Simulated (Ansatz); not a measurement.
## How fast does B move in BN?

Theory: DFT PBE+D3(BJ), scalar-relativistic, plane waves, PAW (Ansatz). Run with 420 eV cutoff, 2×2×2 k-mesh, shifted by half a step, Gaussian smearing of 0.02 eV, collinear spin.

Host crystal, relaxed:

```
B N
1.0
     1.25306    0.72345    3.29488
    -1.25306    0.72345    3.29488
     0.00000   -1.44691    3.29488
B N
1 1
Direct
  0.99970 0.99970 0.99970
  0.33274 0.33274 0.33274
```

In a supercell of 32 host sites, interstitial B hops to an equivalent place, moving 1.95 Å. Climbing-image nudged elastic band at fixed cell; the order of the saddle wasn't checked, and the small cell leaves errors of about a tenth of an eV.

| image | path (Å) | E − E(0) (eV) |
| --- | --- | --- |
| 0 | 0.00 | 0.000 |
| 1 | 0.72 | 0.496 |
| 2 | 1.45 | 1.184 |
| 3 | 2.17 | 0.496 |
| 4 | 2.90 | 0.000 |

Task: What are the barriers forward and back, and what attempt frequency does the shape suggest?

Result: Forward 1.18 eV, back 1.18 eV, the ends being level. For a sinusoidal profile E_b sin²(πx/l), with the B atom alone moving, ν = (1/l)√(E_b/2m) = 1.2×10¹³ s⁻¹, within an order of magnitude of the customary 10¹³ s⁻¹; a true prefactor needs the vibrations at the minimum and at the saddle.

Task: With ν = 10¹³ s⁻¹, give the forward jump rate along this one path, the wait 1/k for that jump, the diffusivity D ≈ l²k and the distance √(Dt) covered in an hour at 300, 600 and 1000 K, taking the host as solid throughout.

Result: k = ν exp(−E_b/k_BT):
```
T (K) k (1/s) wait (s) D (cm²/s)  √(Dt) in 1 h (nm)
  300  1.3×10⁻⁷   7.7×10⁶  4.9×10⁻²³           4.2×10⁻³
  600      1143  8.8×10⁻⁴  4.3×10⁻¹³                395
 1000   1.1×10⁷  9.2×10⁻⁸   4.1×10⁻⁹            3.8×10⁴
```

D = l²k holds for six equivalent jumps in three dimensions (z l²k/6) and is a scale otherwise. Long-range transport needs a connected net of such jumps, and traps slow it. D is that of an interstitial already there; self-diffusion in the crystal is slower by the defects' share of the sites. An error of 0.1 eV in the barrier changes k by a factor of 48 at 300 K and 3.2 at 1000 K.

Cost: 1 run of about 13 core-minutes, on Intel Xeon 6975P-C (Granite Rapids) (shared hosts).